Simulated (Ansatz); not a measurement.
SiC (zincblende type), DFT, PBEsol, all-electron LAPW, scalar-relativistic (Ansatz 0.2.0), on 1 thread of Arm Neoverse V2 (shared host).

Command: `ansatz run input.yaml --threads 1 --pin off --max-ram 2048MiB --backend cpu --events-out ev --progress --plain --runs-dir out`

```yaml
crystal:
  lattice:
    - [0.0, 1.7848109696, 1.7848109696]
    - [1.7848109696, 0.0, 1.7848109696]
    - [1.7848109696, 1.7848109696, 0.0]
  atoms:
    - { symbol: Si, position: [0.0, 0.0, 0.0] }
    - { symbol: C, position: [0.25, 0.25, 0.25] }
kpoints:
  mp_grid: { grid: [15, 15, 15] }
  band_path:
    path:
      - [0.0, 0.0, 0.0]
      - [-0.5, -0.5, 0.0]
      - [-0.375, -0.375, 0.25]
      - [-0.375, 0.0, 0.375]
      - [0.0, 0.0, 0.0]
      - [0.0, 0.0, 0.5]
      - [-0.5, -0.25, 0.25]
      - [-0.5, -0.5, 0.0]
    npoints: 8
scf:
  occupations: { method: fermi_dirac, width: 0.1 }
hamiltonian:
  xc: pbesol
  pseudopotentials: { kind: all_electron, lapw: { basis_error: 0.001 } }
output:
  forces: true
  stress: true
  eigenvalues: true
  populations: true
  dos: { projected: true, de: 0.2, e_range: [-14, 8] }
```

**Question.** How large is the problem that the program sets up?

**Answer.** 120 irreducible k-points, 331 plane waves at Γ, 13 bands.

**Question.** About how long does it take?

**Answer.** 20 s of wall time for 6 SCF iterations. Times on shared machines scatter by tens of per cent.
